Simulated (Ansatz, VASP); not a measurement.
**HfC: programs and potentials compared**

The starting cell:

```
Hf C
1.0
     0.00000    2.32500    2.32500
     2.32500    0.00000    2.32500
     2.32500    2.32500    0.00000
Hf C
1 1
Direct
  0.50000 0.50000 0.50000
  0.00000 0.00000 0.00000
```

Alike in all runs: task relaxation of cell and atoms; functional PBE; dispersion D4; k mesh 10 × 10 × 10; occupations fermi-dirac, width 0.05 eV; no spin polarisation; no spin-orbit coupling.

| program and potentials | plane-wave cutoff (eV) | notes | equilibrium volume (Å³/atom) |
| --- | --- | --- | --- |
| Ansatz, Ansatz PAW | 420 | 15 valence electrons an atom on average | 12.39 |
| Ansatz, all-electron LAPW, scalar-relativistic | - | - | 12.39 |
| VASP, PBE PAW files C, Hf_pv, 600 eV | 600 | 7 valence electrons an atom on average | 12.36 |

The equilibrium volume spans 12.36 (VASP, PBE PAW files C, Hf_pv, 600 eV) to 12.39 Å³/atom (Ansatz, all-electron LAPW, scalar-relativistic), with all-electron results at 12.39. Relaxations stop with a little pressure left, so the last digit of a volume isn't settled.

The functional is the same throughout but for its coding, so the spread measures potentials, basis and numerics; runs on potential files found faulty are left out.

The three runs give nearly the same volume for HfC. The Ansatz PAW result matches the all-electron value of 12.39 Å³/atom, and VASP lies only slightly lower at 12.36 Å³/atom. The valence counts imply that the larger Hf potential treats the filled f shell and the outer-core s shell explicitly, while Hf_pv freezes them. That this matters so little fits the bonding: cohesion comes mainly from covalent mixing of Hf d with C p states, with some charge transfer to carbon, whereas the f shell is compact and chemically almost inert. The stiffness of the carbide also helps, since a small error in pressure shifts the volume only slightly.

The small VASP offset may reflect the frozen shells, but the construction of the potentials could equally produce it, and the comparison can't separate the two. The results support using the smaller Hf valence space for the equilibrium volume of this carbide. They don't show that it would serve as well under strong compression, where core overlap grows.
